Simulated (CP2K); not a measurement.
Crystal: C.

```
C
1.0
     2.52210    0.00000    0.00000
    -1.26105    2.18420    0.00000
     0.00000    0.00000    8.23710
C
8
Direct
  0.66667 0.33333 0.84375
  0.33333 0.66667 0.34375
  0.66667 0.33333 0.65625
  0.33333 0.66667 0.15625
  0.00000 0.00000 0.90625
  0.00000 0.00000 0.40625
  0.00000 0.00000 0.59375
  0.00000 0.00000 0.09375
```

This is a hexagonal form of diamond, not graphite.

Base run:

- Program: CP2K 2026.2
- Functional: PBE
- Potentials or basis: POTENTIAL_UZH C GTH-PBE0-q4; DZVP-MOLOPT-SR-GTH basis
- Density cutoff: 6123 eV
- k mesh: 9 × 9 × 3
- Occupations: fermi-dirac, width 0.05 eV
- Spin: no spin polarisation

Its results: band gap on the k mesh 4.59 eV, indirect (least direct gap 5.21 eV); pressure 3.2 GPa; largest force 0.339 eV/Å.

Question: The run is repeated on the same cell with these changes: potentials or basis from POTENTIAL_UZH C GTH-PBE0-q4; DZVP-MOLOPT-SR-GTH basis to GTH_POTENTIALS C GTH-BLYP-q4; DZVP-MOLOPT-SR-GTH basis; potentials from C GTH-PBE0-q4 of POTENTIAL_UZH to C GTH-BLYP-q4 of GTH_POTENTIALS. What comes out?

Answer: Band gap on the k mesh 4.68 eV, indirect (least direct gap 5.21 eV); pressure 2.4 GPa; largest force 0.340 eV/Å.

Caveats: the basis of atomic orbitals isn't converged, which shifts pressures, moduli and gaps; the potentials were made for another functional, which shifts forces and pressure (some runs).
